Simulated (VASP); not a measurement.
C: single point with PBEsol+D4

The system is C, a sheet with vacuum.

```
C
1.0
     2.45687    0.00000    0.00000
    -1.22843    2.12771    0.00000
     0.00000    0.00000   23.80000
C
2
Direct
  0.33333 0.66667 0.29412
  0.66667 0.33333 0.29412
```

The cell was built by a generator and needn't be a form met in nature.

```
Program             : VASP 6.6.1
Task                : single point
Functional          : PBEsol
Dispersion          : D4
Potentials or basis : VASP PAW PBE potentials, release 64 (C)
Cutoff              : 520 eV
k mesh              : 18 × 18 × 1
Occupations         : gaussian, width 0.03 eV
Spin                : no spin polarisation
```

```yaml
Band_gap_on_the_k_mesh: none (metal or under the smearing width)
Dispersion_energy_per_atom: -0.049 eV
```

Levels at points of the mesh, in eV from the Fermi level:
```tsv
k point	band 2	band 3	band 4	band 5	band 6	band 7
(0.00, 0.00, 0.00)	-7.72	-3.00	-3.00	3.37	4.14	4.33
(0.50, 0.00, 0.00)	-13.31	-6.43	-2.39	1.66	7.45	11.26
```

It took 31 s on 1 thread of Intel(R) Xeon(R) 6975P-C (Granite Rapids), on a shared host, peak memory 0.23 GiB.
